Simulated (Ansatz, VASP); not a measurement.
**Sr: VASP beside Ansatz**

```
CELL_PARAMETERS angstrom
0.00000 3.01914 3.01914
3.01914 0.00000 3.01914
3.01914 3.01914 0.00000
ATOMIC_POSITIONS crystal
Sr 0.00000 0.00000 0.00000
```

Alike in both runs: task single point; functional PBE; k mesh 9 × 9 × 9; no spin polarisation.

|  | VASP | Ansatz |
| --- | --- | --- |
| version | VASP 6.6.1 | Ansatz 0.2.0 |
| potentials or method | VASP PAW PBE potentials, release 64 (Sr_sv) | plane waves (420 eV) with PAW, scalar-relativistic |
| plane-wave cutoff (eV) | 520 | 420 |
| occupations | methfessel-paxton of order 1, width 1 eV | cold, width 1 eV |
| valence electrons in the cell | 10 | 10 |

VASP gave:

```
pressure (GPa) : 0.0
```

**Question.** Estimate Ansatz's values.

**Answer.** Pressure (GPa): 0.1.
